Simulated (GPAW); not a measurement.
**A K chain with one Ag atom in line: transmission at several levels**

How well does a K chain with one Ag atom in line conduct at low bias, and how far do basis and functional move the answer?

Calculated with GPAW 26.7.0; GPAW LCAO, PAW setups; Landauer transmission from Green's functions with principal layers (ASE), zero bias.

Most raw output is cut from this account.

### Step 1. Set-up

The cell holds 11 atoms: 10 K and 1 Ag. Its edges and angles: a = 9.000 Å, b = 9.000 Å, c = 43.460 Å, α = 90.0°, β = 90.0°, γ = 90.0°. Regions: left lead, 5 atoms (5 K); channel, 1 atom (1 Ag); right lead, 5 atoms (5 K). Vacuum lies along a and b. The structure is stacked along c, and the current runs across the ab planes.

### Step 2. GPAW, dzp

Localised orbitals split the wire into layers that couple to their neighbours alone, which is what the Green's function method needs; double zeta with polarisation is the usual level for numbers.

run.py reads:

```python
import json
import numpy as np
from ase import Atoms
from ase.transport.calculators import TransportCalculator
from gpaw import GPAW, FermiDirac
from gpaw.lcao.tools import get_lcao_hamiltonian
from scipy.linalg import eigh

# The junction with lead layers at both ends, along the third cell vector
device = Atoms(
    ['K', 'K', 'K', 'K', 'K', 'Ag', 'K', 'K', 'K', 'K', 'K'],
    positions=[
        [4.50000, 4.50000, 2.05000],
        [4.50000, 4.50000, 6.15000],
        [4.50000, 4.50000, 10.25000],
        [4.50000, 4.50000, 14.35000],
        [4.50000, 4.50000, 18.45000],
        [4.50000, 4.50000, 21.73010],
        [4.50000, 4.50000, 25.01020],
        [4.50000, 4.50000, 29.11020],
        [4.50000, 4.50000, 33.21020],
        [4.50000, 4.50000, 37.31020],
        [4.50000, 4.50000, 41.41020]],
    cell=[[9.0, 0.0, 0.0], [0.0, 9.0, 0.0], [0.0, 0.0, 43.4602]],
    pbc=True)

# One principal layer of the lead: the first 3 atoms of the device
lead = Atoms(
    ['K', 'K', 'K'],
    positions=[
        [4.50000, 4.50000, 2.05000],
        [4.50000, 4.50000, 6.15000],
        [4.50000, 4.50000, 10.25000]],
    cell=[[9.0, 0.0, 0.0], [0.0, 9.0, 0.0], [0.0, 0.0, 12.3]],
    pbc=True)

settings = dict(mode='lcao', basis='dzp', xc='PBE', h=0.2,
                occupations=FermiDirac(0.1), maxiter=250,
                mixer=dict(beta=0.1, nmaxold=8, weight=100.0),
                convergence=dict(density=0.0001))
energies = np.arange(-2, 2 + 1e-9, 0.05)
eta = 0.0001
n1, n2 = 1, 1
# k and -k transmit alike, so half of the mesh across the current serves
mesh = [(i, j) for i in range(n1) for j in range(n2) if (i, j) <= (-i % n1, -j % n2)]
weights = np.array([1 if (i, j) == (-i % n1, -j % n2) else 2 for i, j in mesh]) / (n1 * n2)

# [... helper functions left out ...]
fermi_lead = ground_state(lead, (1, 1, 9), 'lead.txt')
fermi_device = ground_state(device, (1, 1, 2), 'device.txt')
# [... loop over the mesh left out, but for ...]
        # Shift the lead onto the potential of the device's first layer
        shift = ((H[:, 0, 0] - H0[:, 0, 0]) / S0[0, 0]).real.mean()
# [...]
kT = 8.617333e-5 * 200
bias = [0.1, 0.2, 0.5, 1.0, 1.5, 2.0]
# [... integrals and printing left out ...]
```

On the command line:

```console
> OMP_NUM_THREADS=1 OPENBLAS_NUM_THREADS=1 python run.py
```

Run time: 76 s. Hardware: 1 thread of Arm Neoverse V2, shared host; peak memory 1.5 GiB.

Numbers from this step:

| Quantity | Value |
| --- | --- |
| conductance | 0.3767 G₀ |
| largest coupling past the next principal layer | 3.36e-7 eV |
| largest misfit of the first principal layer | 0.03955 eV |
| shift that aligns the lead | -0.004526 eV |
| basis functions of the junction | 217 |
| basis functions of a principal layer | 57 |
| transmission at the Fermi level (one spin) | 0.3774 |
| open channels of the lead at the Fermi level (one spin) | 1 |

One spin. Table of transmission, zone mean by energy, zero at the Fermi level:

```csv
energy (eV),"transmission, zone mean"
-2.00,0
-1.85,0
-1.70,0
-1.60,0
-1.45,0
-1.30,0
-1.15,0
-1.05,0
-0.90,0
-0.75,0
-0.60,0.0336
-0.50,0.171
-0.35,0.271
-0.20,0.347
-0.05,0.378
0.00,0.377
0.05,0.375
0.20,0.366
0.35,0.369
0.50,0.386
0.60,0.401
0.75,0.424
0.90,0.442
1.00,0.446
1.05,0.446
1.15,0.438
1.30,0.396
1.45,0.267
1.60,0.0124
1.70,0.195
1.85,0.694
2.00,1.38
```

Crossings of the lead's bands, unfolded to its shortest repeat. Table of open channels, zone mean by energy, zero at the Fermi level:

energy (eV), open channels, zone mean and a bar:
```
    -2.00       0.00 
    -1.90       0.00 
    -1.80       0.00 
    -1.70       0.00 
    -1.55       0.00 
    -1.45       0.00 
    -1.35       0.00 
    -1.25       0.00 
    -1.15       0.00 
    -1.05       0.00 
    -0.90       0.00 
    -0.80       0.00 
    -0.70       0.00 
    -0.60       1.00 ###############
    -0.50       1.00 ###############
    -0.40       1.00 ###############
    -0.25       1.00 ###############
    -0.15       1.00 ###############
    -0.05       1.00 ###############
     0.00       1.00 ###############
     0.05       1.00 ###############
     0.15       1.00 ###############
     0.25       1.00 ###############
     0.40       1.00 ###############
     0.50       1.00 ###############
     0.60       1.00 ###############
     0.70       1.00 ###############
     0.80       1.00 ###############
     0.90       1.00 ###############
     1.05       1.00 ###############
     1.15       1.00 ###############
     1.25       1.00 ###############
     1.35       1.00 ###############
     1.45       1.00 ###############
     1.55       1.00 ###############
     1.70       2.00 ##############################
     1.80       2.00 ##############################
     1.90       2.00 ##############################
     2.00       2.00 ##############################
```

Not self-consistent under bias; the bias window is split evenly. Table of current through one cell, from the zero-bias transmission by bias:

```csv
bias (V),"current through one cell, from the zero-bias transmission (μA)"
0.100,2.92
0.200,5.81
0.500,14.2
1.000,26.3
1.500,35.0
2.000,43.5
```

The transmission of the three most open eigenchannels by energy, zero at the Fermi level:

```csv
energy (eV),channel 1,channel 2,channel 3
-0.800,0,0,0
-0.600,0.0336,0,0
-0.400,0.243,0,0
-0.200,0.347,0,0
0.000,0.377,0,0
0.200,0.366,0,0
0.400,0.374,0,0
0.600,0.401,0,0
0.800,0.431,0,0
1.000,0.446,0,0
1.200,0.429,0,0
1.400,0.327,0,0
1.600,0.00618,0.00618,9.8e-8
1.800,0.238,0.238,1.2e-7
2.000,0.691,0.691,1.8e-4
```

Couplings past the next layer reach 3.4e-7 eV, small enough to drop; the matrix elements of the cell's first layer differ from the bulk lead's by up to 0.040 eV. That layer keeps its own values in the calculation, and only beyond it is the lead taken as perfect. The Fermi levels of lead and junction count from different zeros of potential, one for each periodic cell; with both set to zero, the small remaining shift is what aligns them. By hand: G = 0.3767 × 77.48 μS = 29.2 μS, a resistance of 34.3 kΩ; at 0.1 V a linear junction would pass 2.92 μA, and the integral over the bias window gives 2.92 μA.

### Step 3. Single-zeta polarised basis

The second zeta is dropped, the polarisation orbitals stay.

run.py: that of step 2 with these lines changed.

```diff
@@ -36,3 +36,3 @@
 
-settings = dict(mode='lcao', basis='dzp', xc='PBE', h=0.2,
+settings = dict(mode='lcao', basis='szp(dzp)', xc='PBE', h=0.2,
                 occupations=FermiDirac(0.1), maxiter=250,
```

The job ended after 59 s (1 thread; peak memory 1.4 GiB).

Numbers from this step:

```
conductance                                 : 0.4019 G₀
largest misfit of the first principal layer : 0.03373 eV
shift that aligns the lead                  : -0.005532 eV
basis functions of the junction             : 125
basis functions of a principal layer        : 33
transmission at the Fermi level (one spin)  : 0.4026
```

One spin. Table of transmission, zone mean by energy, zero at the Fermi level:

```csv
energy (eV),"transmission, zone mean"
-2.000,5.2e-12
-1.800,4.6e-12
-1.600,4.1e-12
-1.400,3.5e-12
-1.200,2.6e-12
-1.000,5.9e-12
-0.800,3.7e-12
-0.600,0.0357
-0.400,0.262
-0.200,0.374
0.000,0.403
0.200,0.388
0.400,0.392
0.600,0.421
0.800,0.459
1.000,0.484
1.050,0.486
1.200,0.474
1.400,0.370
1.600,0.0130
1.800,0.493
2.000,1.39
```

Crossings of the lead's bands, unfolded to its shortest repeat. Table of open channels, zone mean by energy, zero at the Fermi level:

energy (eV), open channels, zone mean and a bar:
```
   -0.800       0.00 
   -0.600       1.00 ###############
   -0.400       1.00 ###############
   -0.200       1.00 ###############
    0.000       1.00 ###############
    0.200       1.00 ###############
    0.400       1.00 ###############
    0.600       1.00 ###############
    0.800       1.00 ###############
    1.000       1.00 ###############
    1.200       1.00 ###############
    1.400       1.00 ###############
    1.600       2.00 ##############################
    1.800       2.00 ##############################
    2.000       2.00 ##############################
```

Not self-consistent under bias; the bias window is split evenly. Current through one cell, from the zero-bias transmission against bias:

```csv
bias (V),"current through one cell, from the zero-bias transmission (μA)"
0.100,3.11
0.200,6.20
0.500,15.1
1.000,28.0
1.500,37.2
2.000,46.3
```

The transmission of the three most open eigenchannels by energy, zero at the Fermi level:

```csv
energy (eV),channel 1,channel 2,channel 3
-0.800,3.7e-12,0,0
-0.600,0.0357,2.9e-12,0
-0.400,0.262,2.6e-12,0
-0.200,0.374,2.0e-12,0
0.000,0.403,1.5e-12,0
0.200,0.388,1.1e-12,0
0.400,0.392,0,0
0.600,0.421,0,0
0.800,0.459,0,0
1.000,0.484,0,0
1.200,0.474,0,0
1.400,0.370,0,0
1.600,0.00651,0.00651,1.1e-7
1.800,0.247,0.247,1.0e-7
2.000,0.696,0.696,5.9e-7
```

The conductance, 0.402 G₀, lies 6.7 % above that of the dzp run.

### Step 4. GPAW, sz: basis = "sz(dzp)"

The minimal basis is the cheapest rung: no second zeta and no polarisation.

run.py: that of step 3 with these lines changed.

```diff
@@ -36,3 +36,3 @@
 
-settings = dict(mode='lcao', basis='szp(dzp)', xc='PBE', h=0.2,
+settings = dict(mode='lcao', basis='sz(dzp)', xc='PBE', h=0.2,
                 occupations=FermiDirac(0.1), maxiter=250,
```

Wall time 43 s (1 thread); peak memory 1.3 GiB.

Numbers from this step:

```
conductance                                 : 0.4365 G₀
largest misfit of the first principal layer : 0.03707 eV
shift that aligns the lead                  : -0.007096 eV
basis functions of the junction             : 92
basis functions of a principal layer        : 24
transmission at the Fermi level (one spin)  : 0.4373
```

One spin. Table of transmission, zone mean by energy, zero at the Fermi level:

energy (eV), transmission, zone mean and a bar:
```
    -2.00       0.00 
    -1.85       0.00 
    -1.70       0.00 
    -1.60       0.00 
    -1.45       0.00 
    -1.30       0.00 
    -1.15       0.00 
    -1.05       0.00 
    -0.90       0.00 
    -0.75       0.00 
    -0.60       0.03 #
    -0.50       0.19 ####
    -0.35       0.33 #######
    -0.20       0.41 #########
    -0.05       0.44 #########
     0.00       0.44 #########
     0.05       0.43 #########
     0.20       0.42 #########
     0.35       0.41 #########
     0.50       0.43 #########
     0.60       0.44 #########
     0.75       0.47 ##########
     0.90       0.49 ##########
     1.05       0.50 ##########
     1.15       0.49 ##########
     1.30       0.45 #########
     1.45       0.32 #######
     1.60       0.02 
     1.70       0.20 ####
     1.85       0.75 ################
     2.00       1.44 ##############################
```

The conductance, 0.437 G₀, lies 16 % above that of the dzp run.

### Step 5. revPBE in the dzp basis: xc = "revPBE"

Back in the dzp basis, the functional changes from PBE to revPBE, to set the spread between functionals beside that between bases.

run.py: that of step 4 with these lines changed.

```diff
@@ -36,3 +36,3 @@
 
-settings = dict(mode='lcao', basis='sz(dzp)', xc='PBE', h=0.2,
+settings = dict(mode='lcao', basis='dzp', xc='revPBE', h=0.2,
                 occupations=FermiDirac(0.1), maxiter=250,
```

Wall time 80 s (1 thread); peak memory 1.5 GiB.

This step gave:

```yaml
conductance: 0.3385 G₀
largest_misfit_of_the_first_principal_layer: 0.04218 eV
shift_that_aligns_the_lead: -0.006355 eV
basis_functions_of_the_junction: 217
basis_functions_of_a_principal_layer: 57
transmission_at_the_fermi_level_one_spin: 0.3390
```

The conductance, 0.339 G₀, lies 10 % below that of the dzp run.

### Step 6. All levels side by side

Times are for 1 thread of Arm Neoverse V2, shared host. Results by setting:

```csv
no.,run,conductance (G₀),time,memory (GiB)
1,dzp,0.3767,76 s,1.5
2,szp,0.4019,59 s,1.4
3,sz,0.4365,43 s,1.3
4,dzp revPBE,0.3385,80 s,1.5
```

### Step 7. Comparison

The curves are compared point by point over the common energies.

This step: comparison of transmission and cost over codes and levels (GPAW 26.7.0).

Ladder, by row:

```csv
step,code,T at the Fermi level (sum over the listed spins),conductance (G0),r.m.s. T(E) from the first,wall time (s),peak memory (GiB),threads
dzp,GPAW,0.3774,0.3767,0,75.93,1.46,1
szp,GPAW,0.4026,0.4019,0.02158,59.02,1.4,1
sz,GPAW,0.4373,0.4365,0.03917,42.94,1.3,1
dzp-revPBE,GPAW,0.339,0.3385,0.05629,79.99,1.47,1
```

Transmission, zone mean, sum over the listed spins against energy, zero at the Fermi level:

```csv
energy (eV),dzp,szp,sz,dzp-revPBE
-2.000,2.7e-13,5.2e-12,0,2.4e-13
-1.800,2.4e-13,4.6e-12,0,2.2e-13
-1.600,2.2e-13,4.1e-12,0,2.0e-13
-1.400,2.0e-13,3.5e-12,0,1.8e-13
-1.200,2.2e-13,2.6e-12,0,1.9e-13
-1.000,4.3e-13,5.9e-12,0,4.3e-13
-0.800,3.3e-13,3.7e-12,1.7e-14,2.4e-13
-0.600,0.0336,0.0357,0.0299,0.0260
-0.400,0.243,0.262,0.289,0.233
-0.200,0.347,0.374,0.412,0.326
0.000,0.377,0.403,0.437,0.339
0.200,0.366,0.388,0.417,0.320
0.400,0.374,0.392,0.417,0.326
0.600,0.401,0.421,0.443,0.350
0.800,0.431,0.459,0.477,0.372
0.950,0.445,0.480,0.495,0.379
1.000,0.446,0.484,0.498,0.379
1.050,0.446,0.486,0.499,0.376
1.200,0.429,0.474,0.485,0.352
1.400,0.327,0.370,0.380,0.232
1.600,0.0124,0.0130,0.0169,0.0485
1.800,0.475,0.493,0.514,0.434
2.000,1.38,1.39,1.44,1.16
```

### Step 8. Grid spacing 0.16: h = 0.16

The real-space grid carries density and potential; a coarse one breaks translation symmetry along the lead and scatters electrons that should pass.

This step: GPAW LCAO, PAW setups; Landauer transmission from Green's functions with principal layers (ASE), zero bias (GPAW 26.7.0).

run.py: that of step 5 with these lines changed.

```diff
@@ -36,3 +36,3 @@
 
-settings = dict(mode='lcao', basis='dzp', xc='revPBE', h=0.2,
+settings = dict(mode='lcao', basis='dzp', xc='PBE', h=0.16,
                 occupations=FermiDirac(0.1), maxiter=250,
```

The job ended after 2.4 min (1 thread; peak memory 2.8 GiB).

This step gave:

```
conductance                                 : 0.3768 G₀
largest misfit of the first principal layer : 0.03938 eV
shift that aligns the lead                  : -0.004578 eV
transmission at the Fermi level (one spin)  : 0.3775
```

One spin. The transmission, zone mean by energy, zero at the Fermi level:

energy (eV), transmission, zone mean and a bar:
```
    -2.00       0.00 
    -1.85       0.00 
    -1.70       0.00 
    -1.60       0.00 
    -1.45       0.00 
    -1.30       0.00 
    -1.15       0.00 
    -1.05       0.00 
    -0.90       0.00 
    -0.75       0.00 
    -0.60       0.03 #
    -0.50       0.17 ####
    -0.35       0.27 ######
    -0.20       0.35 ########
    -0.05       0.38 ########
     0.00       0.38 ########
     0.05       0.37 ########
     0.20       0.37 ########
     0.35       0.37 ########
     0.50       0.39 ########
     0.60       0.40 #########
     0.75       0.42 #########
     0.90       0.44 ##########
     1.00       0.45 ##########
     1.05       0.45 ##########
     1.15       0.44 #########
     1.30       0.40 #########
     1.45       0.27 ######
     1.60       0.01 
     1.70       0.20 ####
     1.85       0.70 ###############
     2.00       1.38 ##############################
```

Crossings of the lead's bands, unfolded to its shortest repeat. Table of open channels, zone mean by energy, zero at the Fermi level:

energy (eV), open channels, zone mean and a bar:
```
   -0.800       0.00 
   -0.600       1.00 ###############
   -0.400       1.00 ###############
   -0.200       1.00 ###############
    0.000       1.00 ###############
    0.200       1.00 ###############
    0.400       1.00 ###############
    0.600       1.00 ###############
    0.800       1.00 ###############
    1.000       1.00 ###############
    1.200       1.00 ###############
    1.400       1.00 ###############
    1.600       2.00 ##############################
    1.800       2.00 ##############################
    2.000       2.00 ##############################
```

Not self-consistent under bias; the bias window is split evenly. Current through one cell, from the zero-bias transmission against bias:

```csv
bias (V),"current through one cell, from the zero-bias transmission (μA)"
0.100,2.92
0.200,5.81
0.500,14.2
1.000,26.3
1.500,35.0
2.000,43.5
```

(Part 1 of 2 ends here.)

[Logs are printed without paths, hosts, clocks, repeated set-up lines and the standing remarks that a program may print on its own settings, such as how far it seeks lower states.]

[Hosts, paths, dates, database ids (printed as entryN), source tags and the programs' standing remarks are cut or masked in the printed files.]
